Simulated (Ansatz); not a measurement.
**Se (beta tin type): how the settings move a single-point run**

Aim: see which settings change the result for Se (beta tin type), by how much, and at what cost.

Computed with Ansatz 0.2.0 (reference: DFT, PBE, PAW with Ansatz's default frozen-core files, scalar-relativistic, unless a step's input says otherwise).

### 1 The system as given

The structure is tetragonal, space group I4_1/amd (No. 141). Conventional cell: a = 5.532 Å, b = 5.532 Å, c = 2.729 Å, α = 90.00°, β = 90.00°, γ = 90.00°. Around Se (site symmetry -4m2) lie 6 Se at 2.73 to 2.85 Å.

As a file:

```cif
data_structure
_symmetry_space_group_name_H-M 'P 1'
_symmetry_Int_Tables_number 1
_cell_length_a 4.1431
_cell_length_b 4.1431
_cell_length_c 4.1431
_cell_angle_alpha 96.227
_cell_angle_beta 96.227
_cell_angle_gamma 141.543
_cell_volume 41.76
loop_
_atom_site_label
_atom_site_type_symbol
_atom_site_fract_x
_atom_site_fract_y
_atom_site_fract_z
_atom_site_occupancy
Se1 Se 0.62500 0.87500 0.75000 1
Se2 Se 0.37500 0.12500 0.25000 1
```

### 2 Baseline

Contents of input.yaml:

```yaml
crystal:
  lattice:
    - [-2.7661651717, 2.7661651717, 1.3644642108]
    - [2.7661651717, -2.7661651717, 1.3644642108]
    - [2.7661651717, 2.7661651717, -1.3644642108]
  atoms:
    - { symbol: Se, position: [-0.375, -0.125, -0.25] }
    - { symbol: Se, position: [0.375, 0.125, 0.25] }
kpoints:
  mp_grid: { grid: [16, 16, 16] }
  band_path:
    path:
      - [0.0, 0.0, 0.0]
      - [0.0, 0.0, 0.5]
      - [-0.5, 0.5, 0.5]
      - [0.0, 0.0, 0.0]
      - [0.3108286375, 0.3108286375, -0.3108286375]
      - [-0.3108286375, 0.6891713625, 0.3108286375]
      - [-0.5, 0.5, 0.5]
      - [0.0, 0.0, 0.5]
      - [0.25, 0.25, 0.25]
    npoints: 8
scf:
  occupations: { method: fermi_dirac, width: 0.1 }
hamiltonian:
  xc: pbe
  pseudopotentials: { kind: paw }
output:
  forces: true
  stress: true
  eigenvalues: true
  populations: true
  dos: { projected: true, de: 0.2, e_range: [-14, 8] }
```

Run with:

```console
$ ansatz run input.yaml --threads 1 --pin off --max-ram 2048MiB --backend cpu --events-out ev --progress --plain --runs-dir out
```

### 3 Variant: chi_scale 0.0, ecutwfc 44.1 Ry

input.yaml, as its differences from that of step 2:

```diff
@@ -24,2 +24,3 @@
   occupations: { method: fermi_dirac, width: 0.1 }
+  initial_density: { chi_scale: 0.0 }
 hamiltonian:
@@ -32,2 +33,3 @@
   populations: true
-  dos: { projected: true, de: 0.2, e_range: [-14, 8] }
+basis:
+  ecutwfc: "44.1 Ry"
```

Before running it: what results should come out? Wanted: for each run, ending; energy change; pressure; gap; force.

**Answer**, as computed:

```csv
run,ending,energy change,pressure (GPa),gap (eV),force (eV/Å),cycles,time
reference,converged,0,6.2,0.00,0.00,7,9.8 s
"1: chi_scale 0.0, ecutwfc 44.1 Ry",converged,-0.6 meV/atom,6.2,0.00,0.00,7,12 s
```

Times don't compare one to one where runs were asked for different outputs or read a saved state (see the inputs); cycles may leave out searches for a lower state.

Residual by cycle in the longest SCF loop of each run; runs are numbered as in the table. The quantity is the density residual dr2, in eV.

```csv
cycle,reference,run 1
1,0.00253,0.0336
2,0.00106,0.0157
3,1.1e-4,3.4e-4
4,2.0e-5,1.5e-4
5,9.4e-7,4.8e-6
6,1.2e-7,4.6e-7
7,5.6e-9,2.0e-8
```

**Reading.** Changing the start and cutoff moves the energy by -0.6 meV/atom. Semilocal functionals close small gaps, so the missing gap need not be the real solid's.
